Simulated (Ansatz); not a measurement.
CaO in the 4H polytype structure, relaxed with r2SCAN. Space group P6_3mc (No. 186), hexagonal; conventional cell a = 3.733 Å, c = 11.692 Å, 17.64 Å³ an atom. Ca has 4 O at 2.25–2.27 Å; Ca has 4 O at 2.24–2.26 Å; O has 4 Ca at 2.26–2.27 Å; O has 4 Ca at 2.24–2.25 Å.

```
Ca O
1.0
     3.73285    0.00000    0.00000
    -1.86643    3.23275    0.00000
     0.00000    0.00000   11.69228
Ca O
4 4
Cartesian
  0.0000 0.0000 -0.0418
  0.0000 2.1552 2.8988
  0.0000 0.0000 5.8043
  1.8664 1.0776 8.7449
  0.0000 0.0000 2.2327
  0.0000 2.1552 5.1411
  0.0000 0.0000 8.0788
  1.8664 1.0776 10.9873
```

4 runs of the plane-wave code Ansatz on this cell differ in the functional (and in the settings that go with it). Levels are in eV from each run's valence top; v1 is the last filled band, c1 the first empty one.

Run A, mean stress +0.1 GPa (compression positive):
```tsv
point	v2	v1	c1	c2
Γ	-0.39	-0.39	5.53	7.29
M	-0.08	0.00	7.52	7.79
K	-0.07	-0.05	7.49	7.49
A	-0.42	-0.42	6.13	6.13
```

Run B, mean stress +1.4 GPa (compression positive):
```tsv
point	v2	v1	c1	c2
Γ	-0.39	-0.39	3.41	5.08
M	-0.08	0.00	5.15	5.41
K	-0.07	-0.07	5.10	5.10
A	-0.42	-0.42	3.99	3.99
```

Run C, mean stress 0.0 GPa (compression positive):
```tsv
point	v2	v1	c1	c2
Γ	-0.39	-0.39	3.85	5.52
M	-0.08	0.00	5.59	5.85
K	-0.07	-0.07	5.55	5.55
A	-0.42	-0.42	4.42	4.42
```

Run D, mean stress +0.1 GPa (compression positive):
```tsv
point	v2	v1	c1	c2
Γ	-0.39	-0.39	4.82	6.55
M	-0.08	0.00	6.76	7.03
K	-0.07	-0.05	6.73	6.73
A	-0.42	-0.42	5.40	5.40
```

Question: Match the runs to PBE, r2SCAN, HSE06, PBE0.

Answer: A is PBE0, B is PBE, C is r2SCAN, D is HSE06. In order of the gap: PBE 3.41, r2SCAN 3.85, HSE06 4.82, PBE0 5.53 eV.

These are computed values for a spin-unpolarised cell that may be hypothetical; none is a measurement.

The program warns that its thresholds are loose for a hybrid's stress.

The meshes of the hybrids are coarse, so their gaps aren't converged to the digits shown.
